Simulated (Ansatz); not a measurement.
Zinc-blende InN (metastable phase) was calculated with HSE06-D3(BJ) (Ansatz, a program for electronic structure, PAW).

Run with plane-wave cutoff 460 eV, 10×10×10 k mesh, Fermi–Dirac smearing 0.01 eV, scalar-relativistic PAW data made under PBE.

Energies at three volumes about the minimum:

```csv
V (Å³/atom),E − E_lowest (meV/atom)
14.656,6.40
15.031,0.00
15.407,2.76
```

### Question
Fit a parabola by hand: where is the minimum, what lattice constant follows, and what is the bulk modulus?

### Answer
Slopes: (0.00 − 6.40)/(15.031 − 14.656) = -17.067 and (2.76 − 0.00)/(15.407 − 15.031) = 7.340 meV/Å³. Curvature E″ = 2 × (7.340 − (-17.067))/(15.407 − 14.656) = 64.999 meV/Å⁶. From the middle of the first interval, the slope vanishes at V0 = 14.8435 − (-17.067)/64.999 = 15.106 Å³/atom. B = V0 E″ = 15.106 × 64.999 meV/Å³ × 0.1602 GPa per meV/Å³ = 157 GPa. With 8 atoms in the cube, a = (8 × 15.106)^(1/3) = 4.944 Å. The full Birch–Murnaghan fit to all volumes gives V0 = 15.099 Å³/atom and B0 = 153 GPa.

Measured, for comparison: lattice constant a 5.01 ± 0.01 Å (temperature not stated, no zero-point or thermal correction, epilayer on 3C-SiC; as tabulated in Schörmann, As, Lischka, Schley, Goldhahn et al., Appl. Phys. Lett. 89, 261903 …).
